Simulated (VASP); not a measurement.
**Mo: relaxation of cell and atoms with LDA**

Mo:

```
CELL_PARAMETERS angstrom
-1.57342 1.57342 1.57342
1.57342 -1.57342 1.57342
1.57342 1.57342 -1.57342
ATOMIC_POSITIONS crystal
Mo 0.00000 0.00000 0.00000
```

The cell was built by a generator and needn't be a form met in nature.

```json
{"Program": "VASP 6.6.1", "Task": "relaxation of cell and atoms", "Functional": "LDA", "Potentials or basis": "VASP PAW LDA potentials, release 64 (Mo_sv)", "Cutoff": "600 eV", "k mesh": "16 × 16 × 16", "Occupations": "methfessel-paxton, width 0.1 eV", "Spin": "no spin polarisation", "Further INCAR settings": "ALGO = Normal; EDIFF = 1e-06; IBRION = 2; EDIFFG = -0.01; NSW = 90; ISIF = 3"}
```

```json
{
  "Relaxed volume": "15.12 Å³/atom",
  "Relaxed cell": "a = 2.698 Å, b = 2.698 Å, c = 2.698 Å, α = 109.47°, β = 109.47°, γ = 109.47°",
  "Space group after relaxing (to 0.05 Å)": "Im-3m (No. 229)",
  "Energy gained by relaxing": "12.5 meV/atom",
  "Ionic steps": "4",
  "Pressure after relaxing": "0.0 GPa",
  "Band gap on the k mesh": "none (metal or under the smearing width)"
}
```

Step by step:
```
step  energy change (eV)  largest force (eV/Å)  pressure (GPa)  volume (Å³)
   1              0.0000                0.0000           -8.37        15.58
   2              0.1053                0.0000           31.43        13.82
   3             -0.0125                0.0000           -0.30        15.13
   4             -0.0125                0.0000           -0.04        15.12
```

Final structure:
```
CELL_PARAMETERS angstrom
-1.55760 1.55760 1.55760
1.55760 -1.55760 1.55760
1.55760 1.55760 -1.55760
ATOMIC_POSITIONS crystal
Mo 0.00000 0.00000 0.00000
```

Levels at points of the mesh, in eV from the Fermi level:
| k point | band 5 | band 6 | band 7 | band 8 | band 9 | band 10 |
| --- | --- | --- | --- | --- | --- | --- |
| (0.00, 0.00, 0.00) | -7.36 | -1.46 | -1.46 | -1.46 | 1.67 | 1.67 |
| (0.50, 0.00, 0.00) | -5.56 | -3.60 | 1.72 | 1.79 | 2.37 | 5.00 |
| (0.50, 0.50, 0.50) | -5.75 | -5.75 | 4.19 | 4.19 | 4.19 | 9.29 |

Run time: 36 s on 1 thread of Intel(R) Xeon(R) Platinum 8488C (Sapphire Rapids), with other jobs on the host, peak memory 0.16 GiB.
